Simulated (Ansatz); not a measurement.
BeO (wurtzite, space group No. 186), r²SCAN in the plane-wave PAW code Ansatz. The conduction-band minimum lies at Γ, with 1 equivalent valley. Second derivatives d²E/dk² of the lowest band at one valley (eV·Å²), along Cartesian directions:

```csv
direction,d²E/dk²
[100],12.52
[010],12.52
[001],14.26
[110],12.52
[101],13.39
[011],13.39
```

Q: Find the principal effective masses, the density-of-states mass and the conductivity mass.

A: Off-diagonal terms follow from H_xy = H[110] − (H_xx + H_yy)/2, and m*/mₑ = 7.620 eV·Å² over each eigenvalue: 0.53, 0.61, 0.61. One valley's DOS mass (m₁m₂m₃)^(1/3) = 0.58, conductivity mass 3/(Σ 1/mᵢ) = 0.58 mₑ.

Q: What effective density of states Nc follows at 300 K for parabolic valleys?

A: Nc = 2.509e19 × 1 × (0.58)^(3/2) ≈ 1.1e19 cm⁻³.

Q: With the computed static dielectric constant 6.95 (mean of the diagonal), estimate a hydrogenic donor's binding energy and radius.

A: E = 13.606 eV × 0.58/6.95² ≈ 160 meV; a = 0.529 Å × ε/m* ≈ 6.3 Å. Semilocal masses tend to be too small where the gap is.

Space group P6_3mc (wurtzite). The cell was relaxed with r²SCAN under the symmetry of its start; phonons on a q-mesh show no instability.

Potentials: the later of the program's two PAW sets.
